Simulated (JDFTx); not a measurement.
Crystal: CuO.

```xyz
2
Lattice="2.5526 0.0000 0.0000 0.0000 2.5526 0.0000 0.0000 0.0000 2.5526" Properties=species:S:1:pos:R:3 pbc="T T T"
Cu    0.0000    0.0000    0.0000
O     1.2763    1.2763    1.2763
```

Measurements of this composition are mostly on another form, of space group No. 15.

| Item | Value |
| --- | --- |
| Program | JDFTx 1.7.0 (patched build) |
| Task | relaxation of cell and atoms |
| Functional | PBE |
| Potentials or basis | PseudoDojo-SR-PBE-0.5-stringent with smoothed tails |
| Cutoff | 1415 eV |
| Density cutoff | 11320 eV |
| k mesh | 6 × 6 × 6 |
| Occupations | fermi-dirac, width 0.05 eV |
| Spin | no spin polarisation |

At the start: pressure 20.8 GPa; volume 8.32 Å³/atom.

Q: Where does the relaxation end?

A: Over 6 steps the energy falls by 48.7 meV/atom and the volume is 9.13 Å³/atom (+9.7 %); space group Pm-3m (No. 221, to 0.05 Å).

Step by step:
```csv
step,energy change (eV),largest force (eV/Å),pressure (GPa),volume (Å³)
1,0.0000,0.0000,20.82,16.63
2,-0.0208,0.0000,18.14,16.80
3,-0.0960,0.0000,2.21,18.04
4,-0.0974,0.0000,0.31,18.22
5,-0.0974,0.0000,-0.02,18.25
6,-0.0974,0.0000,0.02,18.25
```

Final structure:
```cif
data_structure
_symmetry_space_group_name_H-M 'P 1'
_symmetry_Int_Tables_number 1
_cell_length_a 2.6328
_cell_length_b 2.6328
_cell_length_c 2.6328
_cell_angle_alpha 90.000
_cell_angle_beta 90.000
_cell_angle_gamma 90.000
_cell_volume 18.25
loop_
_atom_site_label
_atom_site_type_symbol
_atom_site_fract_x
_atom_site_fract_y
_atom_site_fract_z
_atom_site_occupancy
Cu1 Cu 0.00000 0.00000 0.00000 1
O1 O 0.50000 0.50000 0.50000 1
```

Caveat: the k mesh is coarse (spacing up to 0.41 Å⁻¹), so the values aren't converged; the plane waves are those of the starting cell, so after so large a change of volume the result is rough; an odd number of electrons without spin polarisation forces a metal; a magnetic or distorted state may lie lower; the run has no spin polarisation, though such a crystal can be magnetic.
